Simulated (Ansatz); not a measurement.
Reaction (formal exchange of groups at a C–C bond): `FCC(F)(C(F)(F)F)C(F)(F)F` + difluoromethane → `FCC(F)(C(F)F)C(F)(F)F` + trifluoromethane

Computed with Ansatz on PBE0-D4/def2-TZVP structures; ΔE is electronic, products minus reactants. CCSD(T)/CBS is the MP2 limit (def2-TZVPP, def2-QZVPP) plus CCSD(T) − MP2 in def2-TZVPP, frozen cores. This one scheme is used for every species. DFT in def2-TZVPP. B3LYP here is the variant with VWN-RPA as its local correlation; programs differ in this. One conformer a species, not always the lowest.

`FCC(F)(C(F)(F)F)C(F)(F)F`:

```xyz
14

F     0.047    1.553   -1.813
C    -0.569    1.175   -0.654
C     0.307    0.208    0.129
F     1.397    0.862    0.622
C     0.831   -0.950   -0.759
F    -0.155   -1.434   -1.515
F     1.799   -0.518   -1.549
F     1.316   -1.948   -0.025
C    -0.488   -0.319    1.347
F     0.297   -0.916    2.226
F    -1.090    0.702    1.965
F    -1.432   -1.175    0.958
H    -1.524    0.702   -0.894
H    -0.736    2.060   -0.037
```

`FCF`:

Cartesian coordinates in Å:
```
F -0.601 -1.068 -0.461
C -0.037 0.060 0.023
F 1.307 -0.089 0.011
H -0.304 0.895 -0.630
H -0.366 0.202 1.056
```

`FCC(F)(C(F)F)C(F)(F)F`:

Z-matrix (Å, degrees):
```
C
C 1 1.518
F 1 1.374 2 109.3
H 1 1.092 2 110.3 3 119.7
H 1 1.091 2 109.3 3 -118.8
C 2 1.536 1 110.6 3 -47.4
C 2 1.541 1 109.8 3 -174.0
F 2 1.372 1 109.3 3 69.2
F 6 1.345 2 111.0 1 -171.9
F 6 1.349 2 110.1 1 -52.1
H 6 1.093 2 109.2 1 67.9
F 7 1.332 2 110.7 1 70.8
F 7 1.339 2 109.7 1 -48.0
F 7 1.322 2 112.0 1 -167.6
```

`FC(F)F`:

Cartesian coordinates in Å:
```
F -0.790 -1.024 -0.217
C 0.046 -0.019 0.033
F 0.474 0.474 -1.127
F -0.620 0.936 0.679
H 0.890 -0.367 0.633
```

| level | ΔE (kJ/mol) |
| --- | --- |
| BLYP-D4 | -21.0 |
| PBE | -22.0 |
| r2SCAN | -19.2 |
| B3LYP | -23.5 |
| LC-ωPBE | -22.6 |
| HF/def2-TZVPP | -25.5 |
| SCS-MP2/def2-QZVPP | -22.7 |
| CCSD/CBS(def2) | -22.2 |

**Question.** What does CCSD(T)/CBS give? (An estimate is asked.)

**Answer.** Computed: -21.4 kJ/mol. The listed levels differ from it by 0.4, -0.6, 2.2, -2.1, -1.2, -4.1, -1.3, -0.8 kJ/mol.

**Question.** What do rigid-rotor, harmonic-oscillator terms from PBE0-D4/def2-TZVP frequencies (298.15 K, 1 bar) make of the CCSD(T)/CBS value? (Estimate.)

**Answer.** The calculation gave: ΔZPE = +2.2 kJ/mol, ΔH = -19.8 kJ/mol, ΔS = 2 J/(mol·K), ΔG = -20.6 kJ/mol. Modes under 50 cm⁻¹ make the entropy rough.

Largest T1 diagnostic among the species: 0.012.

Leaving LDA and LC-ωPBE aside and taking each functional with its dispersion term where it has one, the values, not all of them listed here, spread over 5.2 kJ/mol, from B2PLYP to B97M-V.

CCSD(T)/CBS has its own doubt, a few kJ/mol and more with outer-core shells, so smaller differences from it don't rank the levels.
